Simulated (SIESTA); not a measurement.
Runs of SIESTA 5.4.2 on BaTiO3. Symmetry: R3m, No. 160, trigonal system. Conventional cell: a = 5.655 Å, b = 5.655 Å, c = 6.955 Å, α = 90.00°, β = 90.00°, γ = 120.00°. Ba (site symmetry 3m) has 12 O at 2.79 to 2.89 Å as nearest neighbours. Ti (site symmetry 3m) is surrounded by 6 O at 1.87 to 2.14 Å. O (site symmetry m) is surrounded by 2 Ti at 1.87 to 2.14 Å. 

```csv
task,level,potentials or basis,k mesh,gap on the mesh (eV),pressure (GPa),V0 of scaled cells (Å³/atom),B0 (GPa),largest force (eV/Å)
equation of state,LDA,"PseudoDojo 0.4 standard (LDA files), DZP (energy shift 0.003 Ry; two zetas on semicore shells; d shell added on Ba)",5 × 5 × 5,-,-,12.58,188,-
single point,PBEsol,"PseudoDojo 0.4 standard (PBEsol files), DZP (energy shift 0.003 Ry; two zetas on semicore shells; d shell added on Ba)",7 × 7 × 7,(b),1.0,-,-,0.20
band structure,LDA,"PseudoDojo 0.4 standard (LDA files), DZP (energy shift 0.003 Ry; two zetas on semicore shells; d shell added on Ba)",7 × 7 × 7,2.33,-3.7,-,-,0.13
equation of state,PBEsol,"PseudoDojo 0.4 standard (PBEsol files), DZP (energy shift 0.003 Ry; two zetas on semicore shells; d shell added on Ba)",7 × 7 × 7,-,-,12.91,(a),-
```

Alike in all rows: no spin polarisation; cell as given; smearing fermi-dirac 0.05 eV; grid cutoff 800 Ry; energy shift 0.003 Ry.

Fill in the values left out.

(a) 173; (b) 2.36.

Caveats: this set's barium file shifts pressures by up to 1 GPa against other sets; the basis of atomic orbitals isn't converged, which shifts pressures, moduli and gaps; the cell was scaled at fixed shape and fractional positions, which overstates the stiffness of a crystal with free parameters, most of all of layers and chains (some runs); spin-orbit coupling is left out, which moves the levels of the heavy elements (some runs); an odd mesh through Γ misses points on the zone boundary, where band edges often lie (some runs).

A k mesh can miss the band edges, and the runs leave out spin-orbit coupling on Ba.
